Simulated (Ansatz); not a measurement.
All numbers below come from DFT PBE, scalar-relativistic, plane waves, PAW in Ansatz 0.2.0. All cells share a 420 eV cutoff and Γ-centred k meshes spaced at most about 0.3 Å⁻¹ (about 0.25 or finer for metals, 2π included). No spin polarisation.

These are static total energies at zero pressure.

Two forms of Na2I were relaxed alike.

A. Space group I4/mmm (No. 139), tetragonal, a = 4.015 Å, c = 14.015 Å. Na has 4 I at 3.44 Å and 9 Na at 3.88–4.22 Å; I is surrounded by 8 Na at 3.44 Å and 4 I at 4.01 Å.

B. Space group P4_2/m (No. 84), tetragonal, a = 7.737 Å, c = 4.641 Å. Na has 3 I at 3.31–3.40 Å, 4 Na at 3.57 Å and 1 Na at 3.85 Å; I is surrounded by 6 Na at 3.31–3.40 Å.

Task: Which is lower in energy, and by how much?

Result: B is lower, by 43 meV/atom. A has space group I4/mmm (No. 139), 37.6 Å³/atom and no gap on its mesh; B has space group P4_2/m (No. 84), 46.3 Å³/atom and no gap. Counting I atoms around Na (those within 1.25 times the shortest such distance or 1.15 times the sum of covalent radii), A has Na 4 and B has Na 3. Origin: A, invented; B, invented, then shaken at random and relaxed again.

No dispersion correction is applied, so the spacing and binding between layers, chains or molecules are poorly described (I4/mmm), and this can change margins and order among such cells. These runs have no spin–orbit coupling, which can matter for I. In I4/mmm an odd number of electrons in the primitive cell allows no gap without spin; a larger cell or a magnetic state could open one. Cells relaxed within their symmetry can be saddle points.
